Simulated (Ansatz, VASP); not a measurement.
# Si13C14 (C_Si): VASP beside Ansatz

Wanted: the spread between two codes on one cell, functional and k mesh. The cell is taken from a series of runs on this material, whose earlier steps may have relaxed, scaled, displaced or heated it; both programs get it as it stands.

Program: Ansatz 0.2.0. Level of theory: plane waves, with VASP 6.6.1 beside it; single point at r2SCAN. Results are calculated unless marked as measured.

## (1) The structure

The cell holds 54 atoms: 26 Si and 28 C. Its edges and angles: a = 9.242 Å, b = 9.242 Å, c = 9.242 Å, α = 60.0°, β = 60.0°, γ = 60.0°. It derives from SiC (SiC (F-43m)). Nearest the centre at fractional (0.333, 0.667, 0.667): C44 at 0.01 Å, C45 at 1.68 Å, C43 at 1.69 Å, C41 at 1.70 Å, C35 at 1.70 Å, Si26 at 3.04 Å, Si12 at 3.04 Å, Si25 at 3.04 Å. The cell carries charge +2.

Structure file:

```
Si C
1.0
     0.00000    6.53484    6.53484
     6.53484    0.00000    6.53484
     6.53484    6.53484    0.00000
Si C
26 28
Direct
  0.99868 0.99954 0.00057
  0.99863 0.99961 0.33336
  0.00338 0.99681 0.66599
  0.99863 0.33232 0.00064
  0.99898 0.33267 0.33371
  0.99893 0.33261 0.66681
  0.00338 0.66495 0.99784
  0.99893 0.66578 0.33364
  0.00329 0.66496 0.66600
  0.33204 0.99936 0.00039
  0.33126 0.99679 0.33813
  0.33126 0.99671 0.66597
  0.33126 0.33709 0.99782
  0.33210 0.33261 0.33364
  0.33128 0.33699 0.66599
  0.33126 0.66494 0.99774
  0.33128 0.66495 0.33802
  0.66568 0.99937 0.00041
  0.66585 0.99954 0.33340
  0.66567 0.99937 0.66676
  0.66585 0.33237 0.00057
  0.66591 0.33232 0.33336
  0.66310 0.33709 0.66598
  0.66567 0.66573 0.00040
  0.66310 0.66495 0.33813
  0.66301 0.66494 0.66598
  0.08232 0.08263 0.08367
  0.08212 0.08285 0.41685
  0.08211 0.08285 0.75053
  0.08212 0.41581 0.08389
  0.08234 0.41602 0.41706
  0.08215 0.41584 0.75052
  0.08211 0.74950 0.08388
  0.08215 0.74949 0.41688
  0.10831 0.74066 0.74170
  0.41550 0.08273 0.08376
  0.41581 0.08285 0.41682
  0.41554 0.08268 0.75026
  0.41581 0.41579 0.08388
  0.41580 0.41584 0.41687
  0.40699 0.44200 0.74169
  0.41554 0.74922 0.08371
  0.40699 0.74066 0.44303
  0.33213 0.66590 0.66693
  0.40700 0.74071 0.74174
  0.74893 0.08261 0.08365
  0.74895 0.08264 0.41704
  0.74904 0.08273 0.75023
  0.74895 0.41600 0.08367
  0.74917 0.41581 0.41685
  0.74916 0.41579 0.75053
  0.74904 0.74919 0.08376
  0.74916 0.74950 0.41682
  0.74898 0.74923 0.75027
```

## (2) Ansatz: single point, r2SCAN

Ansatz runs on its default PAW (the set named soft_2) files.

With cell and atoms fixed, the geometry can't cause a difference; cores, projectors, grids and the points listed under the comparison can.

input.yaml

```yaml
crystal:
  checkpoint: "../qp2_M2.relax.run"
  host: checkpoint
total_charge: 2
basis:
  ecutwfc: 500
  xc_grid: 2
hamiltonian:
  xc: r2scan
kpoints:
  mp_grid: { grid: [2, 2, 2], shift: [0.5, 0.5, 0.5] }
magnetization:
  spin_polarized: true
  initial_magnetization: 2
  spin_locking: { lock_magnetization: hard }
scf:
  occupations: { method: fixed }
  max_iter: 60
output:
  forces: true
  eigenvalues: true
  charged_corrections:
    epsilon: 7.01
    static_epsilon: 10.34
    defect_position: [0.333333, 0.666667, 0.666667]
  eigenstates: { localisation: true }
  populations: true
  efg: {}
  band_densities: [{ bands: [v1, v1] }, { bands: [c1, c1] }]
  write_density: true
  write_potential: true
  volumetric_format: npy
checkpoint:
  read: "../qp2_M2.relax.run"
  write: "../qp2_M2.point.run"
  compress: false
  write_wavefunctions: false
  write_every: 100000
```

On the command line:

```console
$ ansatz run input.yaml --threads 4 --pin off --max-ram 7536MiB --backend cpu --events-out ev --progress --plain --runs-dir out
```

Numbers of over 12 decimals in the logs are rounded to 6 here.

Log:

```text
Warning: This run holds its total moment fixed (magnetization.spin_locking.lock_magnetization: hard) and mixes its density by anderson or broyden (scf.mixing.algorithm, typed or taken by auto). Slabs with a fixed moment have converged under broyden above another state at the same moment, at the default mixing steps and at smaller ones, and under scf.lower_state_search: standard, light or off a state that such a mixer [...]
crystal.checkpoint: the structure is that of <dir>, a `relax` run, at its step 5: its result, under r2scan at a charge of 2 e; 54 atoms read, 0 with a starting moment; crystal.structure_sha256 for this input is
Engine: ansatz 0.2.0, aarch64-unknown-linux-gnu
Pseudopotentials: kind: paw
Pseudopotential: Si, paw, valence charge 4, recommended cutoff 500 eV (meta_gga), Si.paw.azcp
Pseudopotential: C, paw, valence charge 4, recommended cutoff 500 eV (meta_gga), C.paw.azcp
Functional definition: r2SCAN
  parameter k0 = 0.174
  parameter k1 = 0.065
  parameter a1 = 4.9479
  exchange = r2scan_x(k0 = k0, k1 = k1, a1 = a1)
  correlation = r2scan_c
Crystal: 54 atoms, lattice volume = 558.130 Å³
Basis set: ecut = 500 eV, 14163 PW (Γ), exchange–correlation on 144×144×144 points (8 copies of the dense FFT grid, shifted against one another)
Bands: 162, of which v1, the nominal top of the filled ones, is band 107 counted from 1 (106 counted from 0)
Symmetry: 1 space group operations
Space group: P1 (ITA 1), of the structure as read, at distance tolerance 8.2e-5 Å
Magnetic group: BNS 1.1 (UNI 1), of the structure as read, at distance tolerance 8.2e-5 Å
k-points: 4 of 8 (time reversal used)
Non-local potential: Si, projectors of the file, l = 0: 2, l = 1: 2, l = 2: 2
Non-local potential: C, projectors of the file, l = 0: 2, l = 1: 2, l = 2: 1
PAW form: soft (Blöchl's): semilocal exchange-correlation on the pseudo side does not see the compensation charge
PAW frozen core: Si, regenerated for the run's functional (the file was generated under x = pbe(κ = 0.804, μ = 0.219515), c = pbe(β = 0.066725))
PAW frozen core: C, regenerated for the run's functional (the file was generated under x = pbe(κ = 0.804, μ = 0.219515), c = pbe(β = 0.066725))
PAW one-centre angular grid: Si, 302 points (default); XC on 160 Gauss nodes
PAW one-centre angular grid: C, 302 points (default); XC on 239 of its mesh's 2573 points in the sphere
Initial density: read from a saved state, or passed on in memory by an earlier SCF of this step, an earlier step, the calling program or the single point that the run made first
Stability of the state it starts from, as read at its close in the collinear treatment: not read, because the mixer in use, unlike msr1, does not test its closes by its own steps (another_mixer); its run was given moments
Starting moments: Σ|m| = 2 μB on 54 of 54 sites; this step starts from the density that it was given
Initial wavefunctions: those read from a saved state, or passed on in memory by an earlier step or the calling program
Functional: x = r2scan, c = r2scan; τ floored in thin density (d = 2e-4 eV/Å³)
SCF iter   1: F=—  HF=-23692.544860 eV  |F-HF|=—  |Δ(HF+E_count)|=         —  Δρ=1.27e-6 (↑1.25e-6 ↓1.27e-6)  dr2=2.25e-8  dr2_τ=1.02e-10  dr2_m=1.47e-11  M=2.000 μB ∫|m|=2.233 μB  β_m=1.20  ethr=3.33e-11  ⟨swp⟩=3.0  Hψ=3039  notcnv=0
preconditioner: auto → Resta (q_TF=auto, 2.325 Å⁻¹)  ε∞=4.3  [insulator: Δε(μ)=0.201 eV  Ē_g=12.583 eV  n_scr=112 (ndim 8)  ℏωp=23.0 eV  f_vac=0.000  ε∞_Penn≈4.3]
spin=Collinear: Resta preconditioning applied to the charge; magnetization (m = ρ↑ − ρ↓) channel mixes plain (no charge-response kernel on spin).
SCF iter   2: F=-23692.544860 eV  HF=-23692.544860 eV  |F-HF|=5.19e-9  |Δ(HF+E_count)|=   3.87e-9  Δρ=9.55e-7 (↑9.51e-7 ↓9.55e-7)  dr2=1.27e-8  dr2_τ=5.78e-11  dr2_m=2.28e-12  M=2.000 μB ∫|m|=2.233 μB  ethr=1.05e-11  ⟨swp⟩=6.5  Hψ=5493  notcnv=0
SCF 1 converged in 2 iterations: F = -23692.544860 eV  dr2 = 1.27e-8
  greatest PAW one-centre occupation: 0.663 electrons in one spin orbital (limit 2), on the C atom at site 27 (counted from 0), in its partial waves of l = 0
this state was not tested for a lower state beside it, because the mixer in use, unlike msr1, does not test its closes by its own steps (another_mixer; see scf.mixing.algorithm and scf.lower_state_search)
SCF converged after 2 iterations
Magnetization: 2.0000 μB (108.0000 up, 106.0000 down)
Absolute magnetization: 2.2350 μB (∫|ρ↑−ρ↓|, with the PAW one-centre terms)
[...]
F (periodic)     = -23692.544860  (uncorrected; the corrections below are reported, never added to it)
  E_corr1          = +1.441202  (monopole, q²α_M/2εL)
  F Makov-Payne    = n/a  (the rows are of the electrons' constant alone; ansatz place-levels tells what screens the charge)
  no potential alignment in this run, which stands beside a crystal: run the host's input off ansatz write-host-input, and read the two finished runs by ansatz place-levels (neither reads a slab, a wire or a sheet, whose cell leaves a vacuum)
--- Band table (eV; the first three rows and the last of 8) ---
  k-point 0 ↑: bands = [... 103 lower, 8.4456, 8.5542, 8.5545, 9.0835, 9.0839, 12.0804, 12.1365, 12.1367, ... 51 higher]
  k-point 1 ↑: bands = [... 103 lower, 8.3422, 8.4206, 8.5058, 8.7410, 8.9470, 11.4973, 12.6238, 12.7292, ... 51 higher]
  k-point 2 ↑: bands = [... 103 lower, 8.3423, 8.4205, 8.5057, 8.7410, 8.9469, 11.4973, 12.6238, 12.7291, ... 51 higher]
  k-point 3 ↓: bands = [... 103 lower, 8.4606, 8.5365, 8.6284, 8.8757, 9.0752, 11.5200, 12.6582, 12.7665, ... 51 higher]
--- Löwdin populations: 54 sites ---
  site symbol       q [e]    m [muB]
     0     Si      2.8691    -0.0081
     1      C      4.9818     0.0653
     2     Si      2.8691    -0.0081
     3      C      4.9732     0.0856
     4     Si      2.9002    -0.0090
     5      C      4.9741     0.0831
     6     Si      2.8691    -0.0081
     7      C      4.9732     0.0856
     8     Si      2.8697    -0.0066
     9      C      4.9771     0.0800
    10     Si      2.8695    -0.0065
    11      C      4.9725     0.0874
    12     Si      2.9002    -0.0090
    13      C      4.9741     0.0831
    14     Si      2.8695    -0.0065
    15      C      4.9725     0.0874
    16     Si      2.9004    -0.0094
    17      C      4.6716     0.1000
    18     Si      2.8800    -0.0071
    19      C      4.9629     0.0658
    20     Si      2.9002    -0.0090
    21      C      4.9741     0.0831
    22     Si      2.9003    -0.0097
    23      C      4.9619     0.0687
[...]
46     Si      2.9001    -0.0090
    47      C      4.9741     0.0830
    48     Si      2.8800    -0.0071
    49      C      4.9629     0.0658
    50     Si      2.9002    -0.0090
    51      C      4.9741     0.0831
    52     Si      2.9004    -0.0097
    53      C      4.9619     0.0687
  spilling = 0.009616 (of n_electrons = 214.000000)
--- Band densities, each state counted as filled ---
  window                                       electrons  max residual (eV)  cut levels
  bands: [v1, v1]                    1.000000 + 1.000000             6.6e-6           2
  bands: [c1, c1]                    1.000000 + 1.000000             6.6e-6           2
```

## (3) VASP: single point, r2SCAN

The same cell, functional and mesh now go to VASP, with its own data sets.

Lines of VASP's logs that name or quote its potential files are left out, and so is its time.

INCAR

```
SYSTEM = Si13C14
PREC = Accurate
ENCUT = 580
EDIFF = 1E-06
NELM = 200
ISMEAR = 0
SIGMA = 0.01
LREAL = Auto
ALGO = Normal
METAGGA = R2SCAN
LASPH = .TRUE.
NELECT = 214
NBANDS = 144
ISPIN = 2
MAGMOM = 0 0 0 0 0 0 0 0 0 0 0 0 0 0 0 0 0 0 0 0 0 0 0 0 0 0 0.04 0.05 0.05 0.05 0.05 0.06 0.05 0.06 0.05 0.04 0.05 0.04 0.05 0.06 0.05 0.04 0.05 -0 0.05 0.04 0.04 0.04 0.04 0.05 0.05 0.04 0.05 0.04
LORBIT = 11
LWAVE = .FALSE.
LCHARG = .FALSE.
ISIF = 2
ISYM = 0
NUPDOWN = 2
GGA_COMPAT = .FALSE.
LMIXTAU = .TRUE.
KPAR = 4
```

POSCAR

```
Si13C14
1.0
    0.0000000000      6.5348422423      6.5348422423
    6.5348422423      0.0000000000      6.5348422423
    6.5348422423      6.5348422423      0.0000000000
Si C
26 28
Direct
    0.9986831346      0.9995372563      0.0005722185
    0.9986349352      0.9996050831      0.3333563796
    0.0033848924      0.9968067408      0.6659854164
    0.9986349352      0.3323214173      0.0006400453
    0.9989792909      0.3326708346      0.3337057968
    0.9989265598      0.3326098915      0.6668099982
    0.0033848924      0.6649504542      0.9978417030
    0.9989265598      0.6657750360      0.3336448538
    0.0032911750      0.6649620052      0.6659969674
    0.3320439120      0.9993578620      0.0003928242
    0.3312627566      0.9967899512      0.3381271110
    0.3312574751      0.9967054298      0.6659722655
    0.3312627566      0.3370921487      0.9978249134
    0.3320968328      0.3326081614      0.3336431236
    0.3312787268      0.3369894701      0.6659888769
    0.3312574751      0.6649373033      0.9977403920
    0.3312787268      0.6649539146      0.3380244324
    0.6656804740      0.9993741406      0.0004091029
    0.6658528022      0.9995396788      0.3334036254
    0.6656714372      0.9993666629      0.6667626128
    0.6658528022      0.3323686632      0.0005746410
    0.6659139164      0.3323234319      0.3333583942
    0.6631048504      0.3370938146      0.6659823154
    0.6656714372      0.6657276506      0.0004016251
    0.6631048504      0.6649473532      0.3381287769
    0.6630149016      0.6649435633      0.6659785255
    0.0823181411      0.0826347395      0.0836697018
    0.0821249568      0.0828504282      0.4168471855
    0.0821088037      0.0828468371      0.7505324378
    0.0821249568      0.4158122232      0.0838853904
    0.0823387523      0.4160211909      0.4170561531
    0.0821500426      0.4158415136      0.7505206740
    0.0821088037      0.7494974756      0.0838817994
    0.0821500426      0.7494857117      0.4168764759
    0.1083089281      0.7406639950      0.7416989572
    0.4155044856      0.0827294121      0.0837643744
    0.4158096353      0.0828472306      0.4168244103
    0.4155445343      0.0826778107      0.7502589078
    0.4158096353      0.4157894480      0.0838821928
    0.4158003104      0.4158375427      0.4168725049
    0.4069855688      0.4419967570      0.7416916723
    0.4155445343      0.7492239456      0.0837127729
    0.4069855688      0.7406567100      0.4430317192
    0.3321283671      0.6658950210      0.6669299832
    0.4070013498      0.7407087694      0.7417437315
    0.7489314712      0.0826145773      0.0836495396
    0.7489486815      0.0826374483      0.4170352617
    0.7490419959      0.0827278623      0.7502298314
    0.7489486815      0.4160002995      0.0836724106
    0.7491650672      0.4158111703      0.4168461325
    0.7491623828      0.4157894435      0.7505316632
    0.7490419959      0.7491948692      0.0837628245
    0.7491623828      0.7494967009      0.4168244057
    0.7489838129      0.7492314867      0.7502664489
```

KPOINTS

```
Points of the shifted mesh
8
Reciprocal
 0.2500000000  0.2500000000  0.2500000000 1
 0.2500000000  0.2500000000  0.7500000000 1
 0.2500000000  0.7500000000  0.2500000000 1
 0.2500000000  0.7500000000  0.7500000000 1
 0.7500000000  0.2500000000  0.2500000000 1
 0.7500000000  0.2500000000  0.7500000000 1
 0.7500000000  0.7500000000  0.2500000000 1
 0.7500000000  0.7500000000  0.7500000000 1
```

Potentials, in the order of the species: Si and C (PBE family, release 64).

On the command line:

```console
$ mpirun -np 8 vasp_std
```

Log:

```text
[banner, memory and clock lines left out]
running    8 mpi-ranks, on    1 nodes
[...]
|                                                                             |
|           W    W    AA    RRRRR   N    N  II  N    N   GGGG   !!!           |
|           W    W   A  A   R    R  NN   N  II  NN   N  G    G  !!!           |
|           W    W  A    A  R    R  N N  N  II  N N  N  G       !!!           |
|           W WW W  AAAAAA  RRRRR   N  N N  II  N  N N  G  GGG   !            |
|           WW  WW  A    A  R   R   N   NN  II  N   NN  G    G                |
|           W    W  A    A  R    R  N    N  II  N    N   GGGG   !!!           |
|                                                                             |
|     For optimal performance we recommend to set                             |
|       NCORE = 2 up to number-of-cores-per-socket                            |
|     NCORE specifies how many cores store one orbital (NPAR=cpu/NCORE).      |
|     This setting can greatly improve the performance of VASP for DFT.       |
[...]
DAV:   5    -0.609320954529E+03   -0.46472E-01   -0.46391E-01  5536   0.162E+00BRMIX: very serious problems
 the old and the new charge density differ
 old charge density:   216.00000 new  214.00000
BRMIX: very serious problems
 the old and the new charge density differ
 old charge density:   216.00000 new  214.00000
BRMIX: very serious problems
 the old and the new charge density differ
 old charge density:   216.00000 new  214.00000
BRMIX: very serious problems
 the old and the new charge density differ
 old charge density:   216.00000 new  214.00000
    0.455E+01
DAV:   6    -0.553648103373E+03    0.55673E+02   -0.13081E+02  5272   0.228E+01    0.258E+01
DAV:   7    -0.527334684311E+03    0.26313E+02   -0.10771E+01  5272   0.855E+00    0.109E+01
DAV:   8    -0.530843412423E+03   -0.35087E+01   -0.12795E+01  5384   0.899E+00    0.592E+00
DAV:   9    -0.532966328264E+03   -0.21229E+01   -0.27602E+00  5136   0.501E+00    0.243E+00
[...]
DAV:  17    -0.534169314678E+03   -0.14940E-04   -0.45033E-05  5128   0.212E-02    0.394E-02
DAV:  18    -0.534169317803E+03   -0.31254E-05   -0.69373E-06  5256   0.804E-03    0.239E-02
DAV:  19    -0.534169317077E+03    0.72639E-06   -0.59323E-06  4960   0.641E-03
   1 F= -.53416932E+03 E0= -.53416932E+03  d E =-.870452E-15  mag=     2.0000
```

Parts of OUTCAR (step 3):

```text
  FREE ENERGIE OF THE ION-ELECTRON SYSTEM (eV)
  ---------------------------------------------------
  free  energy   TOTEN  =      -534.1693170768 eV

  energy  without entropy=     -534.1693170768  energy(sigma->0) =     -534.16931708

 magnetization (x)
# of ion       s       p       d       tot
------------------------------------------
    1       -0.002   0.001   0.000  -0.000
    2       -0.002   0.002   0.000  -0.000
    3       -0.002   0.002   0.000  -0.000
    4       -0.002   0.002   0.000  -0.000
    5       -0.002   0.004   0.000   0.002
    6       -0.002   0.004   0.000   0.002
    7       -0.002   0.002   0.000  -0.000
    8       -0.002   0.004   0.000   0.002
    9       -0.002   0.002   0.000  -0.001
   10       -0.002   0.002   0.000  -0.000
   11       -0.002   0.002   0.000  -0.000
   12       -0.002   0.001   0.000  -0.001
   13       -0.002   0.002   0.000  -0.000
[...]
--------------------------------------------------
tot          0.026   1.195   0.000   1.221
```

The cell is charged against a uniform background.

The run ends at a pressure of -10.55 GPa, with forces up to 0.041 eV/Å.

## (4) Comparison

Known differences besides the potentials themselves: VASP starts from the moments at which Ansatz ended; VASP keeps PBE cores, Ansatz makes them for the functional; fixed occupations in Ansatz, narrow Gaussian smearing in VASP; the cutoff is 500 eV in Ansatz and 580 eV in VASP (PREC = Accurate, projectors in real space); site moments are counted in spheres of each program's own size. Total energies have different zeros and are not compared.

The two programs side by side:

```
                             quantity  Ansatz  VASP  difference
total moment, fixed by the input (μB)    2.00  2.00        0.00
                   moment on C41 (μB)    0.05  0.06        0.00
                   moment on C43 (μB)    0.05  0.06        0.00
                   moment on C35 (μB)    0.05  0.06        0.00
                   moment on C45 (μB)    0.05  0.06        0.00
                   moment on C32 (μB)    0.06  0.05        0.00
                   moment on C40 (μB)    0.06  0.05        0.00
                   moment on C34 (μB)    0.06  0.05        0.00
                   moment on C28 (μB)    0.05  0.05        0.00
```

At this near-relaxed geometry the largest component of a force difference is 21 meV/Å. The cell carries a charge of +2 e against a uniform background, so its pressure also hangs on how the neutralising background is counted, and in a defect's cell a gap may be the spacing between its levels.

## (5) Results

```json
{
  "difference in moment on C32 (single point, r2SCAN)": "0.0050 μB"
}
```

**Reading.** The difference in moment on C32 is 0.0050 μB (single point, r2SCAN). Such differences can come from data sets, numerical settings and the points named under the comparisons, not from the functional's error against experiment.

[Lines on the potential files, build, host, timing and source positions are cut from VASP's logs without a mark.]

[Logs are printed without paths, hosts, clocks, repeated set-up lines and the standing remarks that a program may print on its own settings, such as how far it seeks lower states.]

[Hosts, paths, dates, database ids (printed as entryN), source tags and the programs' standing remarks are cut or masked in the printed files.]
